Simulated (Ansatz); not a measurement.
## What strain does to CdF2 (fluorite)

Fluorite CdF2, relaxed with r2SCAN in Ansatz 0.2.0. Space group Fm-3m (No. 225), cubic; a = 5.388 Å in the conventional setting, 13.04 Å³ an atom. Cd has 8 F at 2.33 Å; F has 4 Cd at 2.33 Å.

The axes x, y and z are those of this cell:
```
CELL_PARAMETERS angstrom
0.00000 2.69418 2.69418
2.69418 0.00000 2.69418
2.69418 2.69418 0.00000
ATOMIC_POSITIONS crystal
Cd 0.00000 0.00000 0.00000
F 0.25000 0.25000 0.25000
F 0.75000 0.75000 0.75000
```

Unstrained: PBE gives an indirect gap of 3.100 eV, from W to Γ; the least direct gap is 3.598 eV at Γ. The r2SCAN gap is indirect, 3.794 eV (W to Γ), below the direct gap of 4.306 eV at Γ. HSE06 gives an indirect gap of 5.207 eV, from W to Γ; the least direct gap is 5.791 eV at Γ. Meshes: PBE 8×8×8, r2SCAN 8×8×8, HSE06 6×6×6. Strains are changes of length per length, and xy shears are angles. After each strain the atoms were relaxed again with r2SCAN in this cell and within any symmetry left, so distortions that break it or need a larger cell weren't tested; points keep the names that they have in the unstrained zone. The values are computed, spin-unpolarised, and not measurements.

Changes of the least gap in eV (an overlap counts as a negative gap):
```
                                     strain  volume change (%)  space group     PBE  r2SCAN   HSE06  energy rise, r2SCAN (meV/atom)
                uniaxial -3.0 % along [111]               -3.0         R-3m  +0.110  +0.111  +0.121                             5.7
                    uniaxial -0.5 % along x               -0.5       I4/mmm  +0.016  +0.016  +0.017                             0.2
xy shear, engineering strain (angle) +5.0 %               -0.1         Immm  +0.000  -0.002  -0.002                             2.4
           isotropic +1.0 % on every length               +3.0        Fm-3m  -0.107  -0.110  -0.120                             3.9
           isotropic -2.5 % on every length               -7.3        Fm-3m  +0.277  +0.281  +0.305                            28.5
```

Uniaxial -3.0 % along [111], other directions held. HSE06: the gap goes from 5.207 to 5.328 eV (+0.121 eV); the edges go from W → Γ to (0.245, -1/2, -0.245) → Γ. Stress change with r2SCAN, compression positive: xx +3.74, yy +3.74, zz +3.74, xy +0.56, xz +0.56, yz +0.56 GPa.

Uniaxial -0.5 % along x, other directions held. HSE06: the gap goes from 5.207 to 5.224 eV (+0.017 eV); the edges go from W → Γ to (0.255, -1/2, -0.245) → Γ. Stress change with r2SCAN, compression positive: xx +0.96, yy +0.38, zz +0.38 GPa.

Xy shear, engineering strain (angle) +5.0 %. HSE06: the gap goes from 5.207 to 5.205 eV (-0.002 eV); the edges go from W → Γ to (1/4, 0.490, -0.260) → Γ. Stress change with r2SCAN, compression positive: xx +0.18, yy +0.18, zz +0.19, xy -1.21 GPa.

Isotropic +1.0 % on every length. HSE06: the gap goes from 5.207 to 5.087 eV (-0.120 eV). Stress change with r2SCAN, compression positive: xx -3.14, yy -3.14, zz -3.14 GPa. For HSE06, dE_g/d ln V = -4.0 eV over this step.

Isotropic -2.5 % on every length. HSE06: the gap goes from 5.207 to 5.512 eV (+0.305 eV). Stress change with r2SCAN, compression positive: xx +10.29, yy +10.29, zz +10.29 GPa. For HSE06, dE_g/d ln V = -4.0 eV over this step.

Spin-orbit coupling is left out.

Where an edge lies off the special points, it is a point of the mesh or the k point where a search put PBE's edge or least direct gap, reused for the other functionals, whose own edges may lie a little apart.

Coordinates of k points refer to the reciprocal vectors of the primitive cell of the runs.

The meshes of the hybrids are coarse, so their gaps aren't converged to the digits shown.
